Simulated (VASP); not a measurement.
# Se: A learned difference between two levels of theory, by structures for the difference

Se, P3_121 (no. 152), 18 atoms in the cell. PBE, delta-learned machine-learned force field; PAW potentials Se (PBE set).

| Structures for the difference | Force error with the learned difference (meV/Å) | Force error of the base level alone (meV/Å) | Time for a frame with the difference (s) | Time for a frame at the target level (s) | Time (s) |
|---|---|---|---|---|---|
| 8 | 9.4 | 222.9 | 7.8 | 24.8 | 564 |
| 30 | 7.1 | 222.9 | 6.5 | 27.3 | 1320 |

## Input of the first row

INCAR.step1:
```
PREC     = Normal         # precision mode
ENCUT    = 280            # plane-wave cutoff, eV
EDIFF    = 1E-6           # SCF threshold, eV
ISMEAR   = 0              # smearing method
SIGMA    = 0.05           # smearing width, eV
ALGO     = Normal         # electronic algorithm
LREAL    = Auto         
LASPH    = T              # aspherical terms in the spheres
NELM     = 80             # most SCF steps
NELMIN   = 4            
LWAVE    = F              # write WAVECAR
LCHARG   = F              # write CHGCAR
GGA      = PE             # functional
KPAR     = 4            
NCORE    = 2            
IBRION   = 11             # ionic algorithm
ISIF     = 2              # what is computed and relaxed
NSW      = 8              # ionic steps
ISYM     = 0             
```

INCAR.step2, as INCAR.step1 but for:
```
- GGA = PE
+ METAGGA = R2SCAN
+ LMIXTAU = T
```

INCAR.step3:
```
ML_LMLFF = T            
ML_MODE  = select       
ML_ICRITERIA= 0            
ML_CTIFOR= 0.002        
LWAVE    = F              # write WAVECAR
LCHARG   = F              # write CHGCAR
```

INCAR.step4:
```
ML_LMLFF = T            
ML_MODE  = refit        
LWAVE    = F              # write WAVECAR
LCHARG   = F              # write CHGCAR
```

INCAR.step7:
```
PREC     = Normal         # precision mode
ENCUT    = 280            # plane-wave cutoff, eV
EDIFF    = 1E-6           # SCF threshold, eV
ISMEAR   = 0              # smearing method
SIGMA    = 0.05           # smearing width, eV
ALGO     = Normal         # electronic algorithm
LREAL    = Auto         
LASPH    = T              # aspherical terms in the spheres
NELM     = 80             # most SCF steps
NELMIN   = 4            
LWAVE    = F              # write WAVECAR
LCHARG   = F              # write CHGCAR
GGA      = PE             # functional
KPAR     = 4            
NCORE    = 2            
IBRION   = 11             # ionic algorithm
ISIF     = 2              # what is computed and relaxed
NSW      = 8              # ionic steps
ISYM     = 0            
ML_LMLFF = T            
ML_MODE  = delta        
ML_OUTPUT_MODE= 1             
```

KPOINTS.step1:
```
k-points
0
Gamma
  2 2 1
```

KPOINTS.step3:
```
k-points
0
Gamma
  1 1 1
```

POSCAR.fr.step1:
```
  0.973814555853    0.988313179572    0.259011553609
  0.015775264587    0.969635058362    0.599411834581
  0.488366368334    0.518421070580    0.416686813046
  0.004655675274    0.978685135062    0.929124109810
  0.510960909543    0.459700062974    0.770839159960
  0.508337160224    0.461107496449    0.104820733636
  0.438333980274    0.191413293991    0.938137207482
  0.412635773210    0.198702835191    0.270348430339
  0.933814722410    0.688962712590    0.094744811212
  0.446442100909    0.231947718064    0.593531705669
  0.943607945726    0.706994706923    0.430571356939
  0.951339146425    0.696801681803    0.774375067139
  0.058003070712    0.254352212302    0.986087646759
  0.029733536847    0.278538725158    0.311533739698
  0.553471477472    0.759184885286    0.156367453463
  0.055263175303    0.258900522634    0.654042956240
  0.540391678312    0.786447746391    0.499813661186
  0.558479472641    0.752396689609    0.822272829078

  0.977217422583    0.020497114019    0.262470961363
  0.968363078524    0.997375155237    0.609529550121
  0.485610626995    0.487575599149    0.426232335577
  0.008316951689    0.969388056576    0.928895637462
  0.494088491244    0.486231651038    0.756486866675
  0.493625024579    0.504652680934    0.110731575116
  0.443560410442    0.199465296889    0.922520822685
  0.462680029041    0.196808238466    0.277997482433
  0.961843052012    0.704587405088    0.103242585995
  0.424353619144    0.223400685034    0.602712071015
  0.922524586002    0.733724727156    0.435318476874
  0.961723726618    0.696196833049    0.771743277878
  0.044122314486    0.257582099243    0.989163261023
  0.052455694098    0.287763096756    0.317736589701
  0.567233825596    0.774145731746    0.167642199718
  0.025632601077    0.290285586937    0.656692946805
  0.531913880013    0.786129673678    0.482243918528
  0.554525159729    0.760886731949    0.830218915693

  0.034616437653    0.955184316391    0.274083317206
  0.042790998718    0.976227466850    0.607535415758
  0.511368624327    0.505159142650    0.446262578632
  0.015523093600    0.979688997199    0.931014940370
  0.535164268861    0.482714201949    0.761279652666
  0.496782381308    0.501314965193    0.109951091676
  0.454598572817    0.210796148222    0.949967685951
  0.479330707320    0.192875762985    0.272406429164
  0.945202774595    0.708297536966    0.092380585286
  0.475279961628    0.206466777708    0.611358004313
  0.974536613073    0.682975777847    0.449200683762
  0.011807326004    0.657326961401    0.773587955367
  0.052902766906    0.267682298037    0.995755799136
  0.082915363111    0.235674194911    0.340360653288
  0.536558507906    0.768534089759    0.173626529965
  0.077438988061    0.258608498057    0.669703726076
  0.573751779423    0.792675726218    0.501251676963
  0.613735295480    0.734802976498    0.832881455647

  0.067701085633    0.959555907066    0.238691564256
  0.091287837298    0.946261608025    0.597787391653
  0.570559593034    0.442594945153    0.445095867562
  0.009242081322    0.992803166982    0.942940314091
  0.527257807535    0.495680294727    0.779093285487
  0.556535237537    0.462770763939    0.108908236797
  0.460162984183    0.210631673812    0.947918784054
  0.483681631834    0.166576585590    0.273447313934
  0.010615813094    0.679063500407    0.103717113125
  0.523155831730    0.173739976892    0.620330335518
  0.032945104889    0.671458038363    0.416950527470
  0.016154357659    0.688559352795    0.772763656047
  0.067700262127    0.264753087218    0.002385970399
  0.089328197094    0.252604395193    0.310525528020
  0.615869237198    0.742598812369    0.164224074481
  0.122552721656    0.225361876266    0.670836662471
  0.651451242816    0.740656634749    0.485059507249
  0.607425660146    0.773983727382    0.833019015471

  0.126836307028    0.004534563242    0.234811995755
  0.129980761558    0.025910152147    0.583986136905
  0.556892015599    0.563869117043    0.442730306014
  0.117377887898    0.044894832087    0.902582416146
  0.608171724657    0.557748716554    0.743112143305
  0.611292782701    0.529201738534    0.076265848098
  0.602180958981    0.252082967893    0.916231997428
  0.561577369211    0.236854742955    0.243541913631
  0.074779228688    0.735291756026    0.069667357360
  0.538405665453    0.287491807547    0.604121098622
  0.035557133278    0.750804108785    0.416417101801
  0.101966791538    0.726619408882    0.758877098213
  0.197821391476    0.299987939402    0.969836689502
  0.149685943281    0.303330867233    0.291567172761
  0.673979777351    0.812513610757    0.125473180372
  0.117799099152    0.342286289710    0.644542876812
  0.636215457372    0.861458709809    0.474367673555
  0.689925979862    0.807477517306    0.813877986959

  0.227950981709    0.028938661221    0.259493202919
  0.206606609151    0.008768191923    0.559370143999
  0.737534342344    0.512432224720    0.395252753811
  0.181410208782    0.030340482976    0.898857138599
  0.632590384714    0.539283284961    0.756917459007
  0.732290828722    0.543422792834    0.084974369833
  0.599268610388    0.250352524720    0.917558491369
  0.673416811136    0.258876447432    0.252030685828
  0.151284997509    0.789037077077    0.088156419168
  0.641796602994    0.243444480016    0.568825073444
  0.161379174198    0.725634002515    0.426061368361
  0.108499780848    0.728374850805    0.739153497389
  0.198663808175    0.325327694521    0.965378849893
  0.243907431101    0.322198872838    0.321231017710
  0.761805599306    0.827141518770    0.145747724630
  0.235295673369    0.314154912858    0.618214486416
  0.759735518907    0.803822359506    0.469840811164
  0.697652122241    0.837630776231    0.793174453835

  0.126438448432    0.072548154028    0.241903496064
  0.148979944859    0.025717366575    0.559203700228
  0.614784669016    0.553321611501    0.406684103354
  0.138618295134    0.975132979662    0.927965129381
  0.611321918310    0.507826845214    0.743201996173
  0.629255014151    0.519435986598    0.084150614954
  0.601411482781    0.225008883753    0.914625218425
  0.582318452397    0.248193395506    0.258226729154
  0.027406333808    0.763370220376    0.113613726555
  0.566925321039    0.262604922379    0.562500259435
  0.082905345321    0.775488114601    0.403451515449
  0.051723822155    0.748988337874    0.735656398213
  0.187407131236    0.303829795189    0.962589840290
  0.194331914342    0.335805036196    0.320426526765
  0.618088150856    0.834440869990    0.148064835861
  0.147332195644    0.334714469725    0.613776562649
  0.698329198038    0.811308247382    0.468750057117
  0.664897783143    0.791229054000    0.791273233436
```

POSCAR.fr.step2:
```
  0.973814555853    0.988313179572    0.259011553609
  0.015775264587    0.969635058362    0.599411834581
  0.488366368334    0.518421070580    0.416686813046
  0.004655675274    0.978685135062    0.929124109810
  0.510960909543    0.459700062974    0.770839159960
  0.508337160224    0.461107496449    0.104820733636
  0.438333980274    0.191413293991    0.938137207482
  0.412635773210    0.198702835191    0.270348430339
  0.933814722410    0.688962712590    0.094744811212
  0.446442100909    0.231947718064    0.593531705669
  0.943607945726    0.706994706923    0.430571356939
  0.951339146425    0.696801681803    0.774375067139
  0.058003070712    0.254352212302    0.986087646759
  0.029733536847    0.278538725158    0.311533739698
  0.553471477472    0.759184885286    0.156367453463
  0.055263175303    0.258900522634    0.654042956240
  0.540391678312    0.786447746391    0.499813661186
  0.558479472641    0.752396689609    0.822272829078

  0.977217422583    0.020497114019    0.262470961363
  0.968363078524    0.997375155237    0.609529550121
  0.485610626995    0.487575599149    0.426232335577
  0.008316951689    0.969388056576    0.928895637462
  0.494088491244    0.486231651038    0.756486866675
  0.493625024579    0.504652680934    0.110731575116
  0.443560410442    0.199465296889    0.922520822685
  0.462680029041    0.196808238466    0.277997482433
  0.961843052012    0.704587405088    0.103242585995
  0.424353619144    0.223400685034    0.602712071015
  0.922524586002    0.733724727156    0.435318476874
  0.961723726618    0.696196833049    0.771743277878
  0.044122314486    0.257582099243    0.989163261023
  0.052455694098    0.287763096756    0.317736589701
  0.567233825596    0.774145731746    0.167642199718
  0.025632601077    0.290285586937    0.656692946805
  0.531913880013    0.786129673678    0.482243918528
  0.554525159729    0.760886731949    0.830218915693

  0.034616437653    0.955184316391    0.274083317206
  0.042790998718    0.976227466850    0.607535415758
  0.511368624327    0.505159142650    0.446262578632
  0.015523093600    0.979688997199    0.931014940370
  0.535164268861    0.482714201949    0.761279652666
  0.496782381308    0.501314965193    0.109951091676
  0.454598572817    0.210796148222    0.949967685951
  0.479330707320    0.192875762985    0.272406429164
  0.945202774595    0.708297536966    0.092380585286
  0.475279961628    0.206466777708    0.611358004313
  0.974536613073    0.682975777847    0.449200683762
  0.011807326004    0.657326961401    0.773587955367
  0.052902766906    0.267682298037    0.995755799136
  0.082915363111    0.235674194911    0.340360653288
  0.536558507906    0.768534089759    0.173626529965
  0.077438988061    0.258608498057    0.669703726076
  0.573751779423    0.792675726218    0.501251676963
  0.613735295480    0.734802976498    0.832881455647

  0.067701085633    0.959555907066    0.238691564256
  0.091287837298    0.946261608025    0.597787391653
  0.570559593034    0.442594945153    0.445095867562
  0.009242081322    0.992803166982    0.942940314091
  0.527257807535    0.495680294727    0.779093285487
  0.556535237537    0.462770763939    0.108908236797
  0.460162984183    0.210631673812    0.947918784054
  0.483681631834    0.166576585590    0.273447313934
  0.010615813094    0.679063500407    0.103717113125
  0.523155831730    0.173739976892    0.620330335518
  0.032945104889    0.671458038363    0.416950527470
  0.016154357659    0.688559352795    0.772763656047
  0.067700262127    0.264753087218    0.002385970399
  0.089328197094    0.252604395193    0.310525528020
  0.615869237198    0.742598812369    0.164224074481
  0.122552721656    0.225361876266    0.670836662471
  0.651451242816    0.740656634749    0.485059507249
  0.607425660146    0.773983727382    0.833019015471

  0.126836307028    0.004534563242    0.234811995755
  0.129980761558    0.025910152147    0.583986136905
  0.556892015599    0.563869117043    0.442730306014
  0.117377887898    0.044894832087    0.902582416146
  0.608171724657    0.557748716554    0.743112143305
  0.611292782701    0.529201738534    0.076265848098
  0.602180958981    0.252082967893    0.916231997428
  0.561577369211    0.236854742955    0.243541913631
  0.074779228688    0.735291756026    0.069667357360
  0.538405665453    0.287491807547    0.604121098622
  0.035557133278    0.750804108785    0.416417101801
  0.101966791538    0.726619408882    0.758877098213
  0.197821391476    0.299987939402    0.969836689502
  0.149685943281    0.303330867233    0.291567172761
  0.673979777351    0.812513610757    0.125473180372
  0.117799099152    0.342286289710    0.644542876812
  0.636215457372    0.861458709809    0.474367673555
  0.689925979862    0.807477517306    0.813877986959

  0.227950981709    0.028938661221    0.259493202919
  0.206606609151    0.008768191923    0.559370143999
  0.737534342344    0.512432224720    0.395252753811
  0.181410208782    0.030340482976    0.898857138599
  0.632590384714    0.539283284961    0.756917459007
  0.732290828722    0.543422792834    0.084974369833
  0.599268610388    0.250352524720    0.917558491369
  0.673416811136    0.258876447432    0.252030685828
  0.151284997509    0.789037077077    0.088156419168
  0.641796602994    0.243444480016    0.568825073444
  0.161379174198    0.725634002515    0.426061368361
  0.108499780848    0.728374850805    0.739153497389
  0.198663808175    0.325327694521    0.965378849893
  0.243907431101    0.322198872838    0.321231017710
  0.761805599306    0.827141518770    0.145747724630
  0.235295673369    0.314154912858    0.618214486416
  0.759735518907    0.803822359506    0.469840811164
  0.697652122241    0.837630776231    0.793174453835

  0.126438448432    0.072548154028    0.241903496064
  0.148979944859    0.025717366575    0.559203700228
  0.614784669016    0.553321611501    0.406684103354
  0.138618295134    0.975132979662    0.927965129381
  0.611321918310    0.507826845214    0.743201996173
  0.629255014151    0.519435986598    0.084150614954
  0.601411482781    0.225008883753    0.914625218425
  0.582318452397    0.248193395506    0.258226729154
  0.027406333808    0.763370220376    0.113613726555
  0.566925321039    0.262604922379    0.562500259435
  0.082905345321    0.775488114601    0.403451515449
  0.051723822155    0.748988337874    0.735656398213
  0.187407131236    0.303829795189    0.962589840290
  0.194331914342    0.335805036196    0.320426526765
  0.618088150856    0.834440869990    0.148064835861
  0.147332195644    0.334714469725    0.613776562649
  0.698329198038    0.811308247382    0.468750057117
  0.664897783143    0.791229054000    0.791273233436
```

6 further input files aren't shown.

Commands (each step's output is kept before the next begins):
```
cat potpaw_PBE.64/Se/POTCAR > POTCAR
# POSCAR.fr: 7 further structures after the one in POSCAR, taken evenly from ML_AB
cp INCAR.step1 INCAR
cp KPOINTS.step1 KPOINTS
cp POSCAR.step1 POSCAR
mpirun -np 8 vasp_std < POSCAR.fr > vasp.out
# POSCAR.fr: 7 further structures after the one in POSCAR, taken evenly from ML_AB
cp INCAR.step2 INCAR
mpirun -np 8 vasp_std < POSCAR.fr > vasp.out
# ML_AB written from the two interactive runs: energies, forces and stresses of the target level less those of the base level
cp INCAR.step3 INCAR
cp KPOINTS.step3 KPOINTS
cp POSCAR.step3 POSCAR
mpirun -np 8 vasp_gam > vasp.out
cp ML_ABN ML_AB
cp INCAR.step4 INCAR
mpirun -np 8 vasp_gam > vasp.out
# POSCAR.test: 7 further structures after the one in POSCAR, taken evenly from XDATCAR of a force-field run
cp INCAR.step1 INCAR
cp KPOINTS.step1 KPOINTS
cp POSCAR.step5 POSCAR
mpirun -np 8 vasp_std < POSCAR.test > vasp.out
# POSCAR.test: 7 further structures after the one in POSCAR, taken evenly from XDATCAR of a force-field run
cp INCAR.step2 INCAR
mpirun -np 8 vasp_std < POSCAR.test > vasp.out
cp ML_FFN ML_FF
# POSCAR.test: 7 further structures after the one in POSCAR, taken evenly from XDATCAR of a force-field run
cp INCAR.step7 INCAR
mpirun -np 8 vasp_std < POSCAR.test > vasp.out
```

Changes of the last row against the first:
```
- NSW = 8
+ NSW = 30
```

VASP 6.6.1 took 564 s on 8 cores (Intel Xeon 6975P-C (Granite Rapids)), a shared host.
